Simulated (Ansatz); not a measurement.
InSe

The computed numbers are results of PBE, scalar-relativistic (no spin polarisation) in the plane-wave PAW code Ansatz at 420 eV, 10×10×10 k-mesh, Gaussian smearing of 0.05 eV. The datasets are Ansatz's generated set soft_2.

```
CELL_PARAMETERS angstrom
2.04437 1.18031 9.21754
-2.04437 1.18031 9.21754
0.00000 -2.36063 9.21754
ATOMIC_POSITIONS crystal
In 0.00500 0.00500 0.00500
In 0.10718 0.10718 0.10718
Se 0.62567 0.62567 0.62567
Se 0.81985 0.81985 0.81985
```

The chain of runs began from a cell from COD that may be a prediction, expanded in volume.

Path: Γ–T–H2 | H0–L–Γ–S0 | S2–F–Γ, with Γ = (0.000, 0.000, 0.000), T = (-0.500, -0.500, -0.500), H2 = (-0.500, -0.178, -0.822), H0 = (-0.178, 0.178, -0.500), L = (0.000, 0.000, -0.500), S0 = (0.000, 0.339, -0.339), S2 = (-0.339, 0.000, -0.661), F = (-0.500, 0.000, -0.500) in reciprocal vectors of the calculation's cell.

Is it a metal or an insulator, and if it has a gap, where are the band edges on this path?

An insulator with a gap of 0.71 eV on the path, the valence band topping at T and the conduction band bottoming at T; the smallest direct gap is 0.71 eV.

Bands as a text map, energy in eV from the Fermi level (dashes), each leg drawn with the same width:
```
  5.57 |**********   ****  *         ****   * *** **        ***
  5.14 |        * * **   *           ** **** *   *           * 
  4.71 |         * **     **     **      ****     **        *  
  4.29 |************ ************  ********* ******************
  3.86 |        *  *        ********  * *           ******** * 
  3.43 |         ** ***** **  ***   **   * *   ***********  *  
  3.00 |         *       *                * ***                
  2.57 |          **                **   * *                *  
  2.14 |        * ***********      *  * * ***********      * * 
  1.71 |********      ***  **********  * *    *************** *
  1.29 |*        *           *****   ****             ***    **
  0.86 | ****   *                                              
  0.43 |     ***                                               
  0.00 |-------------------------------------------------------
 -0.43 |     ******                                            
 -0.86 |  ***      *               ***   ***              **** 
 -1.29 |*********   *            **  *****  **          **  ***
 -1.71 |        ***  ************  ***   **   **********  **** 
 -2.14 |         *** *****************   ********************  
 -2.57 |          ************      *      ** ********** *     
 -3.00 |           **      *       *      ****     * ***   *   
 -3.43 |***          **************   ***    ********   ***  **
 -3.86 |   *******    ****          **   *    ****          *  
 -4.29 |          *                *      *                *   
 -4.71 |           *              *        *              *    
 -5.14 |            *******      *          *******      *     
 -5.57 |                   ******                  ******      
 -6.00 |*********************    *********************  *******
        Γ      T      HH       L       Γ       SS      F      Γ
```

Within 0.6 eV of the edges the projected states are 73 % Se 4p at the top of the valence band and 40 % Se 4p at the bottom of the conduction band. The conduction edge mixes several shells, so no single label fits the gap.

Run time: 91 s on 4 threads of Arm Neoverse V2, on a shared host, peak memory 1.4 GiB.

Kohn–Sham gaps of semilocal functionals lie under measured ones, often by a third or more. The structure is built of weakly bound layers, and this functional has no dispersion term, so their spacing and all that hangs on it (volume, the soft elastic constants, low modes, dielectric constants) are poorly given.
